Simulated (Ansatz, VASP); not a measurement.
**InP: VASP beside Ansatz**

File INCAR:

```
SYSTEM = InP
  ALGO = Normal
  EDIFF = 1E-7
  ENCUT = 520
  GGA = PE
  GGA_COMPAT = .FALSE.
  ISIF = 2
  ISMEAR = -1
  LASPH = .TRUE.
  LCHARG = .FALSE.
  LORBIT = 11
  LORBMOM = .TRUE.
  LREAL = .FALSE.
  LSORBIT = .TRUE.
  LWAVE = .FALSE.
  MAGMOM = 0 0 0 0 0 0
  NBANDS = 30
  NELM = 150
  PREC = Accurate
  SIGMA = 0.05
```

KPOINTS

```
k-points
0
G
  6 6 6
  0 0 0
```

The input POSCAR:

```
InP
1.0
    0.0000000000      2.7688340000      2.7688340000
    2.7688340000      0.0000000000      2.7688340000
    2.7688340000      2.7688340000      0.0000000000
In P
1 1
Direct
    0.0000000000      0.0000000000      0.0000000000
    0.5000000000      0.5000000000      0.5000000000
```

Contents of input.yaml:

```yaml
crystal:
  lattice:
    - [0.0, 2.768834, 2.768834]
    - [2.768834, 0.0, 2.768834]
    - [2.768834, 2.768834, 0.0]
  atoms:
    - { symbol: In, position: [0.0, 0.0, 0.0] }
    - { symbol: P, position: [0.5, 0.5, 0.5] }
hamiltonian:
  xc: pbe
  pseudopotentials: { kind: paw_fr }
magnetization:
  noncollinear: true
  spin_orbit: true
kpoints:
  mp_grid: { grid: [6, 6, 6] }
  band_path:
    path:
      - [[0.0, 0.0, 0.0], [0.5, 0.0, 0.5], [0.5, 0.25, 0.75], [0.375, 0.375, 0.75], [0.0, 0.0, 0.0], [0.5, 0.5, 0.5], [0.625, 0.25, 0.625], [0.5, 0.25, 0.75], [0.5, 0.5, 0.5], [0.375, 0.375, 0.75]]
      - [[0.625, 0.25, 0.625], [0.5, 0.0, 0.5]]
    npoints: 14
scf:
  occupations: { method: fermi_dirac, width: 0.05 }
  n_extra_bands: 6
output:
  forces: true
  stress: true
  eigenvalues: true
  fatbands: false
```

Measurements of this composition are mostly on another form, of space group No. 216.

Alike in both runs: functional PBE; k mesh 6 × 6 × 6; occupations fermi-dirac, width 0.05 eV; non-collinear spin, spin-orbit coupling.

|  | VASP | Ansatz |
| --- | --- | --- |
| version | VASP 6.6.1 | Ansatz 0.2.0 |
| potentials or method | VASP PAW PBE potentials, release 64 (In_d, P) | Ansatz PAW |
| plane-wave cutoff (eV) | 520 | 420 |
| valence electrons in the cell | 18 | 18 |
| task | single point | band structure |

```tsv
	VASP	Ansatz	Ansatz less VASP
gap on the k mesh at the Fermi level (eV)	none	none	-
pressure (GPa)	0.2	0.2	+0.02
net moment per atom (μB)	0.00	0.00	0.000
```

A gap of «none» marks a metal or a gap that the smearing closes. The functional is the same, so the differences come from potentials, cutoffs and numerics.
